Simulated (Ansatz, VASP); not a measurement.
# Cross-check of AlSi2 between VASP and Ansatz

Wanted: the spread between two codes on one cell, functional and k mesh. The cell is generated by rule, not measured, and may not be a known phase. The cell is taken from a series of runs on this material, whose earlier steps may have relaxed, scaled, displaced or heated it; both programs get it as it stands.

Main program and level: Ansatz 0.2.0; plane waves, with VASP 6.6.1 beside it; zone-centre phonons at RPBE.

The structure was built from a prototype and need not be the compound's stable phase.

## (1) Starting point

It takes space group P6_3/mmc (No. 194, hexagonal). The conventional cell has a = 4.411 Å, b = 4.411 Å, c = 5.640 Å, α = 90.00°, β = 90.00°, γ = 120.00°. Nearest to Al lie 2 Al at 2.82 Å and 12 Si at 2.83 to 3.00 Å. Nearest to Si lie 4 Si at 2.46 to 2.57 Å and 6 Al at 2.83 to 3.00 Å. Farther neighbours are not listed.

Coordinates:

```
Al Si
1.0
     4.41127    0.00000    0.00000
    -2.20564    3.82028    0.00000
     0.00000    0.00000    5.64050
Al Si
2 4
Direct
  0.00000 0.00000 0.75000
  0.00000 0.00000 0.25000
  0.33333 0.66667 0.03193
  0.33333 0.66667 0.46807
  0.66667 0.33333 0.96807
  0.66667 0.33333 0.53193
```

## (2) VASP: zone-centre phonons, RPBE

Second derivatives magnify differences that forces hide, and they need a tight electronic threshold.

Lines of VASP's logs that name or quote its potential files are left out, and so is its time.

INCAR

```
SYSTEM = AlSi2
PREC = Accurate
ENCUT = 500
EDIFF = 1E-08
NELM = 120
ISMEAR = 1
SIGMA = 0.15
LREAL = .FALSE.
ALGO = Normal
GGA = RP
NBANDS = 17
LORBIT = 11
LWAVE = .FALSE.
LCHARG = .FALSE.
ISIF = 2
IBRION = 8
LASPH = .TRUE.
GGA_COMPAT = .FALSE.
KPAR = 2
```

POSCAR

```
AlSi2
1.0
    4.4112742483      0.0000000000      0.0000000000
   -2.2056371241      3.8202755621      0.0000000000
    0.0000000000      0.0000000000      5.6404970382
Al Si
2 4
Direct
    0.0000000000      0.0000000000      0.7500000000
    0.0000000000      0.0000000000      0.2500000000
    0.3333333333      0.6666666667      0.0319306663
    0.3333333333      0.6666666667      0.4680693337
    0.6666666667      0.3333333333      0.9680693337
    0.6666666667      0.3333333333      0.5319306663
```

KPOINTS

```
Automatic mesh
0
Gamma
9 9 6
0 0 0
```

PAW data sets: Al and Si (PBE family, release 64).

Started as:

```console
mpirun -np 2 vasp_std
```

Numbers of over 12 decimals in the logs are rounded to 6 here.

What it wrote:

```text
[banner, memory and clock lines left out]
running    2 mpi-ranks, on    1 nodes
 distrk:  each k-point on    1 cores,    2 groups
 distr:  one band on    1 cores,    1 groups

 POSCAR found type information on POSCAR AlSi
 POSCAR found :  2 types and       6 ions
|                                                                             |
|               ----> ADVICE to this user running VASP <----                  |
|                                                                             |
|     You enforced a specific xc type in the INCAR file but a different       |
|     [... a line on the potential file left out ...]
|     I HOPE YOU KNOW WHAT YOU ARE DOING!                                     |
|                                                                             |

 LDA part: xc-table for (Slater+PW92), standard interpolation
 POSCAR, INCAR and KPOINTS ok, starting setup
 FFT: planning ... GRIDC
 FFT: planning ... GRID_SOFT
 FFT: planning ... GRID
 WAVECAR not read
 entering main loop
       N       E                     dE             d eps       ncg     rms          rms(c)
DAV:   1     0.357914485570E+02    0.35791E+02   -0.83946E+03  1632   0.104E+03
DAV:   2    -0.239829875796E+02   -0.59774E+02   -0.58182E+02  2178   0.141E+02
DAV:   3    -0.261592153914E+02   -0.21762E+01   -0.21374E+01  2155   0.246E+01
DAV:   4    -0.261774069557E+02   -0.18192E-01   -0.18178E-01  2056   0.268E+00
DAV:   5    -0.261775713769E+02   -0.16442E-03   -0.16439E-03  2151   0.250E-01    0.729E+00
DAV:   6    -0.260016782810E+02    0.17589E+00   -0.16328E-01  1974   0.187E+00    0.407E+00
DAV:   7    -0.259359880943E+02    0.65690E-01   -0.16140E-01  2054   0.191E+00    0.380E-01
DAV:   8    -0.259332769240E+02    0.27112E-02   -0.17676E-02  1884   0.710E-01    0.259E-01
DAV:   9    -0.259331060343E+02    0.17089E-03   -0.85658E-04  2025   0.172E-01    0.169E-01
DAV:  10    -0.259330593608E+02    0.46674E-04   -0.15014E-04  2095   0.621E-02    0.334E-02
DAV:  11    -0.259330538643E+02    0.54965E-05   -0.73117E-05  2009   0.388E-02    0.156E-02
DAV:  12    -0.259330523571E+02    0.15072E-05   -0.53533E-06  1995   0.137E-02    0.142E-02
DAV:  13    -0.259330523887E+02   -0.31646E-07   -0.15126E-06  2052   0.565E-03    0.374E-03
DAV:  14    -0.259330522809E+02    0.10786E-06   -0.12326E-07  2173   0.189E-03    0.890E-04
DAV:  15    -0.259330522770E+02    0.38594E-08   -0.51997E-09  1030   0.400E-04
   1 F= -.25933052E+02 E0= -.25933400E+02  d E =0.104190E-02
 Linear response reoptimize wavefunctions to high precision
DAV:   1    -0.259330522267E+02    0.50377E-07   -0.22879E-09  1178   0.307E-04
DAV:   2    -0.259330522266E+02    0.11596E-10   -0.25814E-10   957   0.103E-04
 Linear response DOF=           4
 Linear response progress:
  Degree of freedom:   1/  4
       N       E                     dE             d eps       ncg     rms          rms(c)
RMM:   1    -0.816177398207E-02   -0.81618E-02    0.10556E-02 13548   0.547E-01
RMM:   2    -0.710530569725E-02    0.10565E-02   -0.45548E-04  8847   0.126E-01    0.424E-02
RMM:   3    -0.710733862602E-02   -0.20329E-05   -0.85251E-05  9200   0.369E-02    0.236E-02
RMM:   4    -0.714496387303E-02   -0.37625E-04   -0.42909E-05  9129   0.253E-02    0.740E-03
RMM:   5    -0.713939587356E-02    0.55680E-05   -0.22105E-06  9425   0.785E-03    0.977E-04
RMM:   6    -0.714074804664E-02   -0.13522E-05   -0.55442E-07  9716   0.131E-03    0.363E-04
RMM:   7    -0.713983567820E-02    0.91237E-06   -0.90903E-08  9892   0.517E-04    0.787E-05
RMM:   8    -0.714011293069E-02   -0.27725E-06    0.22307E-08 10006   0.147E-04    0.333E-05
RMM:   9    -0.714014564976E-02   -0.32719E-07    0.14011E-08 10214   0.767E-05    0.500E-06
RMM:  10    -0.714016056792E-02   -0.14918E-07    0.19496E-08 10394   0.541E-05    0.210E-06
RMM:  11    -0.714015663850E-02    0.39294E-08   -0.28010E-11 10560   0.466E-05    0.136E-06
 first order change of Fermi-energy  -0.40545E-05
 force on displaced ion       1 direction 1 :  -2.260  -0.002   0.000
 Linear response progress:
  Degree of freedom:   2/  4
       N       E                     dE             d eps       ncg     rms          rms(c)
RMM:   1    -0.113484890504E-01   -0.11348E-01    0.16435E-02  5379   0.609E-01
RMM:   2    -0.940234857086E-02    0.19461E-02   -0.41826E-03  3355   0.145E-01    0.462E-02
RMM:   3    -0.903798677161E-02    0.36436E-03   -0.41470E-04  3395   0.484E-02    0.240E-02
RMM:   4    -0.905137136291E-02   -0.13385E-04   -0.62637E-05  3527   0.182E-02    0.117E-02
RMM:   5    -0.906851407967E-02   -0.17143E-04   -0.10796E-05  3484   0.940E-03    0.325E-03
RMM:   6    -0.906877476509E-02   -0.26069E-06   -0.14320E-06  3578   0.302E-03    0.491E-04
RMM:   7    -0.906717503670E-02    0.15997E-05    0.70415E-07  3646   0.718E-04    0.141E-04
RMM:   8    -0.906792681565E-02   -0.75178E-06    0.15724E-07  3739   0.197E-04    0.409E-05
RMM:   9    -0.906790023295E-02    0.26583E-07   -0.24908E-07  3783   0.771E-05    0.115E-05
RMM:  10    -0.906792938225E-02   -0.29149E-07    0.99733E-08  3892   0.487E-05    0.344E-06
RMM:  11    -0.906791874317E-02    0.10639E-07    0.40760E-08  3923   0.389E-05    0.154E-06
RMM:  12    -0.906792048962E-02   -0.17464E-08    0.13247E-07  3800   0.357E-05    0.368E-07
RMM:  13    -0.906792058152E-02   -0.91903E-10    0.10985E-07  2935   0.345E-05    0.148E-07
RMM:  14    -0.906792131603E-02   -0.73450E-09    0.78763E-08  2624   0.342E-05    0.409E-08
 first order change of Fermi-energy  -0.23261E-04
 force on displaced ion       1 direction 3 :  -0.000  -0.000  -4.488
 Linear response progress:
  Degree of freedom:   3/  4
       N       E                     dE             d eps       ncg     rms          rms(c)
RMM:   1    -0.220675530851E-01   -0.22068E-01    0.36288E-02 20773   0.872E-01
RMM:   2    -0.193292137604E-01    0.27383E-02   -0.12248E-03 13140   0.200E-01    0.703E-02
RMM:   3    -0.193796809502E-01   -0.50467E-04   -0.16806E-04 13855   0.541E-02    0.372E-02
RMM:   4    -0.194849358256E-01   -0.10525E-03   -0.81657E-05 13795   0.367E-02    0.104E-02
RMM:   5    -0.194589290681E-01    0.26007E-04   -0.83690E-06 14315   0.101E-02    0.185E-03
RMM:   6    -0.194665772505E-01   -0.76482E-05   -0.44394E-07 14435   0.224E-03    0.108E-03
RMM:   7    -0.194636233480E-01    0.29539E-05    0.57318E-08 14874   0.872E-04    0.196E-04
RMM:   8    -0.194645994783E-01   -0.97613E-06   -0.21206E-07 14862   0.276E-04    0.533E-05
RMM:   9    -0.194648620911E-01   -0.26261E-06    0.13743E-07 15411   0.134E-04    0.115E-05
RMM:  10    -0.194648295302E-01    0.32561E-07   -0.27717E-08 15434   0.891E-05    0.340E-06
RMM:  11    -0.194648364252E-01   -0.68949E-08   -0.38081E-09 15988   0.753E-05    0.139E-06
 first order change of Fermi-energy   0.14633E-05
 force on displaced ion       3 direction 1 :  -4.846  -0.005  -0.000
 Linear response progress:
  Degree of freedom:   4/  4
       N       E                     dE             d eps       ncg     rms          rms(c)
RMM:   1    -0.256819238947E-01   -0.25682E-01    0.34878E-02  5167   0.905E-01
RMM:   2    -0.225639023914E-01    0.31180E-02   -0.26909E-03  3322   0.206E-01    0.759E-02
RMM:   3    -0.224387929277E-01    0.12511E-03   -0.49668E-04  3429   0.642E-02    0.404E-02
RMM:   4    -0.224946428934E-01   -0.55850E-04   -0.68611E-05  3551   0.259E-02    0.181E-02
RMM:   5    -0.225216204730E-01   -0.26978E-04   -0.12390E-05  3507   0.118E-02    0.336E-03
RMM:   6    -0.225282662518E-01   -0.66458E-05    0.19967E-06  3542   0.426E-03    0.149E-03
RMM:   7    -0.225237331889E-01    0.45331E-05   -0.59630E-07  3617   0.179E-03    0.475E-04
RMM:   8    -0.225247454657E-01   -0.10123E-05    0.42876E-07  3790   0.498E-04    0.127E-04
RMM:   9    -0.225250869959E-01   -0.34153E-06    0.14251E-06  3664   0.287E-04    0.310E-05
RMM:  10    -0.225252313586E-01   -0.14436E-06    0.82935E-07  3975   0.134E-04    0.131E-05
RMM:  11    -0.225251881983E-01    0.43160E-07    0.58663E-07  3893   0.988E-05    0.508E-06
RMM:  12    -0.225252034105E-01   -0.15212E-07    0.41221E-07  4039   0.821E-05    0.120E-06
RMM:  13    -0.225252075544E-01   -0.41438E-08    0.38489E-07  3904   0.768E-05    0.447E-07
RMM:  14    -0.225252119513E-01   -0.43969E-08    0.27277E-07  3238   0.754E-05    0.158E-07
RMM:  15    -0.225252115445E-01    0.40683E-09    0.32315E-07  2913   0.752E-05    0.623E-08
 first order change of Fermi-energy  -0.24569E+00
 force on displaced ion       3 direction 3 :   0.000   0.000  -5.693
 Linear response finished
```

Parts of OUTCAR (step 2):

```text
ion  position               nearest neighbor table
   1  0.000  0.000  0.750-   2 2.82   2 2.82   6 2.83   5 2.83   5 2.83   6 2.83   5 2.83   6 2.83
                             4 3.00   3 3.00   3 3.00   4 3.00   3 3.00   4 3.00
   2  0.000  0.000  0.250-   1 2.82   1 2.82   4 2.83   3 2.83   3 2.83   4 2.83   3 2.83   4 2.83
                             6 3.00   5 3.00   5 3.00   6 3.00   5 3.00   6 3.00
   3  0.333  0.667  0.032-   4 2.46   5 2.57   5 2.57   5 2.57   2 2.83   2 2.83   2 2.83   1 3.00
                             1 3.00   1 3.00
   4  0.333  0.667  0.468-   3 2.46   6 2.57   6 2.57   6 2.57   2 2.83   2 2.83   2 2.83   1 3.00
                             1 3.00   1 3.00
   5  0.667  0.333  0.968-   6 2.46   3 2.57   3 2.57   3 2.57   1 2.83   1 2.83   1 2.83   2 3.00
                             2 3.00   2 3.00
   6  0.667  0.333  0.532-   5 2.46   4 2.57   4 2.57   4 2.57   1 2.83   1 2.83   1 2.83   2 3.00
                             2 3.00   2 3.00

  LATTYP: Found a hexagonal cell.
 ALAT       =     4.4112742483
 C/A-ratio  =     1.2786548105

 Subroutine GETGRP returns: Found 24 space group operations
 (whereof 12 operations were pure point group operations)

The static configuration has the point symmetry D_3d.
 The point group associated with its full space group is D_6h.

 Found     48 irreducible k-points:

   k-points           NKPTS =     48   k-points in BZ     NKDIM =     48   number of bands    NBANDS=     17

   dimension x,y,z NGX =    32 NGY =   32 NGZ =   42
   dimension x,y,z NGXF=    64 NGYF=   64 NGZF=   84

   ENCUT  =  500.0 eV  36.75 Ry    6.06 a.u.   8.04  8.04 10.28*2*pi/ulx,y,z

   NELECT =      22.0000    total number of electrons

 k-points in reciprocal lattice and weights: Automatic mesh
   0.00000000  0.00000000  0.00000000       0.002
   0.11111111 -0.00000000  0.00000000       0.012
   0.22222222 -0.00000000  0.00000000       0.012
   0.33333333  0.00000000  0.00000000       0.012
   0.44444444 -0.00000000  0.00000000       0.012
   0.11111111  0.11111111  0.00000000       0.012
   0.22222222  0.11111111  0.00000000       0.025
   0.33333333  0.11111111  0.00000000       0.025
   0.44444444  0.11111111  0.00000000       0.012
[...]
0.33333333  0.22222222  0.50000000       0.025
   0.33333333  0.33333333  0.50000000       0.004

 average (electrostatic) potential at core
       1 -72.3222       2 -72.3222       3 -81.1849       4 -81.1849       5 -81.1849
       6 -81.1849

 Eigenvectors and eigenvalues of the dynamical matrix
 ----------------------------------------------------

   1 f  =   10.043024 THz    63.102179 2PiTHz  334.999213 cm-1    41.534590 meV
             X         Y         Z           dx          dy          dz
      0.000000  0.000000  4.230373    -0.000000    0.000000   -0.000000
      0.000000  0.000000  1.410124    -0.000000    0.000000    0.000000
     -0.000000  2.546850  0.180105    -0.000000    0.000000   -0.500000
     -0.000000  2.546850  2.640144    -0.000000    0.000000    0.500000
      2.205637  1.273425  5.460392     0.000000   -0.000000   -0.500000
      2.205637  1.273425  3.000353     0.000000   -0.000000    0.500000

   2 f  =    8.866488 THz    55.709789 2PiTHz  295.754217 cm-1    36.668833 meV
             X         Y         Z           dx          dy          dz
      0.000000  0.000000  4.230373     0.000000    0.000000   -0.706479
      0.000000  0.000000  1.410124     0.000000    0.000000    0.706479
     -0.000000  2.546850  0.180105    -0.000000    0.000000    0.021062
     -0.000000  2.546850  2.640144     0.000000    0.000000    0.021062
      2.205637  1.273425  5.460392     0.000000   -0.000000   -0.021062
      2.205637  1.273425  3.000353    -0.000000    0.000000   -0.021062

   3 f  =    8.299209 THz    52.145466 2PiTHz  276.831803 cm-1    34.322754 meV
             X         Y         Z           dx          dy          dz
      0.000000  0.000000  4.230373    -0.000000    0.000000   -0.000000
      0.000000  0.000000  1.410124     0.000000   -0.000000    0.000000
     -0.000000  2.546850  0.180105    -0.000000    0.000000   -0.500000
     -0.000000  2.546850  2.640144    -0.000000    0.000000    0.500000
      2.205637  1.273425  5.460392     0.000000   -0.000000    0.500000
      2.205637  1.273425  3.000353     0.000000   -0.000000   -0.500000

   4 f  =    8.292274 THz    52.101895 2PiTHz  276.600494 cm-1    34.294075 meV
             X         Y         Z           dx          dy          dz
      0.000000  0.000000  4.230373    -0.043475   -0.055248    0.000000
      0.000000  0.000000  1.410124     0.043475    0.055248   -0.000000
     -0.000000  2.546850  0.180105    -0.307670   -0.390983   -0.000000
     -0.000000  2.546850  2.640144    -0.307670   -0.390983    0.000000
      2.205637  1.273425  5.460392     0.307670    0.390983    0.000000
      2.205637  1.273425  3.000353     0.307670    0.390983   -0.000000

   5 f  =    8.292274 THz    52.101895 2PiTHz  276.600494 cm-1    34.294075 meV
             X         Y         Z           dx          dy          dz
      0.000000  0.000000  4.230373     0.055248   -0.043475   -0.000000
      0.000000  0.000000  1.410124    -0.055248    0.043475    0.000000
     -0.000000  2.546850  0.180105     0.390983   -0.307670   -0.000000
     -0.000000  2.546850  2.640144     0.390983   -0.307670    0.000000
      2.205637  1.273425  5.460392    -0.390983    0.307670    0.000000
      2.205637  1.273425  3.000353    -0.390983    0.307670   -0.000000

   6 f  =    8.229352 THz    51.706545 2PiTHz  274.501645 cm-1    34.033851 meV
             X         Y         Z           dx          dy          dz
      0.000000  0.000000  4.230373    -0.000000   -0.000000    0.000000
      0.000000  0.000000  1.410124     0.000000    0.000000   -0.000000
     -0.000000  2.546850  0.180105    -0.309203   -0.392929   -0.000000
     -0.000000  2.546850  2.640144     0.309203    0.392929   -0.000000
      2.205637  1.273425  5.460392     0.309203    0.392929    0.000000
      2.205637  1.273425  3.000353    -0.309203   -0.392929   -0.000000

   7 f  =    8.229352 THz    51.706545 2PiTHz  274.501645 cm-1    34.033851 meV
             X         Y         Z           dx          dy          dz
      0.000000  0.000000  4.230373     0.000000   -0.000000   -0.000000
      0.000000  0.000000  1.410124    -0.000000    0.000000    0.000000
     -0.000000  2.546850  0.180105     0.392929   -0.309203    0.000000
     -0.000000  2.546850  2.640144    -0.392929    0.309203   -0.000000
      2.205637  1.273425  5.460392    -0.392929    0.309203   -0.000000
      2.205637  1.273425  3.000353     0.392929   -0.309203    0.000000

   8 f  =    6.511541 THz    40.913217 2PiTHz  217.201620 cm-1    26.929557 meV
             X         Y         Z           dx          dy          dz
      0.000000  0.000000  4.230373    -0.359218   -0.456485    0.000000
      0.000000  0.000000  1.410124    -0.359218   -0.456485    0.000000
     -0.000000  2.546850  0.180105     0.176319    0.224061    0.000000
     -0.000000  2.546850  2.640144     0.176319    0.224061    0.000000
      2.205637  1.273425  5.460392     0.176319    0.224061   -0.000000
      2.205637  1.273425  3.000353     0.176319    0.224061   -0.000000

   9 f  =    6.511541 THz    40.913217 2PiTHz  217.201620 cm-1    26.929557 meV
             X         Y         Z           dx          dy          dz
      0.000000  0.000000  4.230373     0.456485   -0.359218    0.000000
      0.000000  0.000000  1.410124     0.456485   -0.359218    0.000000
     -0.000000  2.546850  0.180105    -0.224061    0.176319   -0.000000
     -0.000000  2.546850  2.640144    -0.224061    0.176319    0.000000
      2.205637  1.273425  5.460392    -0.224061    0.176319   -0.000000
      2.205637  1.273425  3.000353    -0.224061    0.176319   -0.000000

  10 f  =    5.197988 THz    32.659922 2PiTHz  173.386216 cm-1    21.497141 meV
             X         Y         Z           dx          dy          dz
      0.000000  0.000000  4.230373     0.000000    0.000000    0.029786
      0.000000  0.000000  1.410124     0.000000    0.000000   -0.029786
     -0.000000  2.546850  0.180105    -0.000000   -0.000000    0.499556
     -0.000000  2.546850  2.640144     0.000000    0.000000    0.499556
      2.205637  1.273425  5.460392    -0.000000   -0.000000   -0.499556
      2.205637  1.273425  3.000353     0.000000    0.000000   -0.499556

  11 f  =    4.357966 THz    27.381908 2PiTHz  145.366097 cm-1    18.023091 meV
             X         Y         Z           dx          dy          dz
      0.000000  0.000000  4.230373     0.000000   -0.000000    0.000000
      0.000000  0.000000  1.410124    -0.000000    0.000000    0.000000
     -0.000000  2.546850  0.180105     0.309198    0.392933    0.000000
     -0.000000  2.546850  2.640144    -0.309198   -0.392933    0.000000
      2.205637  1.273425  5.460392     0.309198    0.392933   -0.000000
      2.205637  1.273425  3.000353    -0.309198   -0.392933   -0.000000

  12 f  =    4.357966 THz    27.381908 2PiTHz  145.366097 cm-1    18.023091 meV
             X         Y         Z           dx          dy          dz
      0.000000  0.000000  4.230373    -0.000000   -0.000000   -0.000000
      0.000000  0.000000  1.410124     0.000000    0.000000    0.000000
     -0.000000  2.546850  0.180105    -0.392933    0.309198    0.000000
     -0.000000  2.546850  2.640144     0.392933   -0.309198    0.000000
      2.205637  1.273425  5.460392    -0.392933    0.309198   -0.000000
      2.205637  1.273425  3.000353     0.392933   -0.309198   -0.000000

  13 f  =    3.431093 THz    21.558191 2PiTHz  114.448929 cm-1    14.189852 meV
             X         Y         Z           dx          dy          dz
      0.000000  0.000000  4.230373    -0.435111   -0.552934    0.000000
      0.000000  0.000000  1.410124     0.435111    0.552934    0.000000
     -0.000000  2.546850  0.180105     0.030742    0.039066   -0.000000
     -0.000000  2.546850  2.640144     0.030742    0.039066   -0.000000
      2.205637  1.273425  5.460392    -0.030742   -0.039066   -0.000000
      2.205637  1.273425  3.000353    -0.030742   -0.039066   -0.000000
    [... 43 further lines ...]
      2.205637  1.273425  5.460392     0.000000    0.000000   -0.412240
      2.205637  1.273425  3.000353     0.000000    0.000000   -0.412240

 ELASTIC MODULI CONTR FROM IONIC RELAXATION (kBar)
 Direction    XX          YY          ZZ          XY          YZ          ZX
 --------------------------------------------------------------------------------
 XX        -394.1819    374.5616     94.2743     -0.0000      0.0000      0.0000
 YY         374.5616   -394.1819     94.2743     -0.0000     -0.0000     -0.0000
 ZZ          94.2743     94.2743   -905.9642      0.0000     -0.0000     -0.0000
 XY          -0.0000     -0.0000      0.0000   -384.3717      0.0000      0.0000
 YZ           0.0000     -0.0000     -0.0000      0.0000    -21.6549     -0.0000
 ZX           0.0000     -0.0000     -0.0000     -0.0000     -0.0000    -17.6061
 --------------------------------------------------------------------------------
```

[end of part 1 of 2]

[Lines on the potential files, build, host, timing and source positions are cut from VASP's logs without a mark.]

[Logs are printed without paths, hosts, clocks, repeated set-up lines and the standing remarks that a program may print on its own settings, such as how far it seeks lower states.]

[Hosts, paths, dates, database ids (printed as entryN), source tags and the programs' standing remarks are cut or masked in the printed files.]
